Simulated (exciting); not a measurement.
Input of an exciting (release sodium) run:

The input input.xml:

```xml
<input>
  <title>MgS</title>
  <structure speciespath="./" tshift="false">
    <crystal scale="1">
      <basevect>0.000000000000 5.353820966639 5.353820966639</basevect>
      <basevect>5.353820966639 0.000000000000 5.353820966639</basevect>
      <basevect>5.353820966639 5.353820966639 0.000000000000</basevect>
    </crystal>
    <species speciesfile="S.xml" rmt="1.9">
      <atom coord="0.250000000000 0.250000000000 0.250000000000"/>
    </species>
    <species speciesfile="Mg.xml" rmt="2">
      <atom coord="0.000000000000 0.000000000000 0.000000000000"/>
    </species>
  </structure>
  <groundstate do="fromscratch" ngridk="5 5 5" rgkmax="6.5" gmaxvr="14" lmaxapw="10" lmaxmat="10" lmaxvr="8" xctype="LDA_PW" stype="Gaussian" swidth="0.00146997" nempty="10" ValenceRelativity="iora*" epsengy="1e-05" epspot="1e-05" maxscl="60" tforce="true" outputlevel="low"/>
</input>
```

Potentials or basis: all-electron LAPW+lo, shipped species files, valence relativity iora*.

Command:

```sh
$ OMP_NUM_THREADS=1 exciting_smp
```

**Question.** Predict the band gap on the k mesh.

**Answer.** 3.17 eV, direct.

Expect the measured gap to be larger: semilocal functionals such as LDA lack the derivative discontinuity.
